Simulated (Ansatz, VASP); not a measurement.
**One calculation of HfB, two programs**

INCAR

```
SYSTEM = HfB
ALGO = Normal ; EDIFF = 1E-7
ENCUT = 520 ; GGA = CA
ISIF = 2 ; ISMEAR = 0
LASPH = .True. ; LCHARG = .False.
LREAL = .False. ; LWAVE = .False.
NBANDS = 14 ; NELM = 100
PREC = Accurate ; SIGMA = 0.15
```

File KPOINTS:

```
k-points
0
Gamma
  18 18 18
  0 0 0
```

Contents of POSCAR:

```
HfB
1.0
    0.0000000000      2.3100000000      2.3100000000
    2.3100000000      0.0000000000      2.3100000000
    2.3100000000      2.3100000000      0.0000000000
Hf B
1 1
Direct
    0.5000000000      0.5000000000      0.5000000000
    0.0000000000      0.0000000000      0.0000000000
```

Input for Ansatz:

```yaml
crystal:
  lattice:
    - [0.0, 2.31, 2.31]
    - [2.31, 0.0, 2.31]
    - [2.31, 2.31, 0.0]
  atoms:
    - { symbol: Hf, position: [0.5, 0.5, 0.5] }
    - { symbol: B, position: [0.0, 0.0, 0.0] }
basis:
  ecutwfc: 420
kpoints:
  mp_grid: { grid: [18, 18, 18] }
hamiltonian:
  xc: lda
scf:
  occupations: { method: gaussian, width: 0.15 }
output:
  forces: true
  stress: true
  eigenvalues: true
```

Alike in both runs: task single point; functional LDA; k mesh 18 × 18 × 18; occupations gaussian, width 0.15 eV; no spin polarisation.

|  | VASP | Ansatz |
| --- | --- | --- |
| version | VASP 6.6.1 | Ansatz 0.2.0 |
| potentials or method | VASP PAW LDA potentials, release 64 (Hf_pv, B) | scalar-relativistic, plane waves, PAW |
| plane-wave cutoff (eV) | 520 | 420 |
| valence electrons in the cell | 13 | 29 |

Ansatz gave:

* gap on the k mesh at the Fermi level (eV): none
* pressure (GPa): 18.2

Task: What did VASP give for the same quantities?

Result: gap on the k mesh at the Fermi level (eV): none; pressure (GPa): 20.0.

A gap of «none» marks a metal or a gap that the smearing closes. The two sets of potentials don't hold the same shells in valence.

Caveats: so large a pressure means that the cell lies far from this level's equilibrium, or that cutoff or potentials fall short (VASP). Spin-orbit coupling is left out, which matters for the levels of Hf.
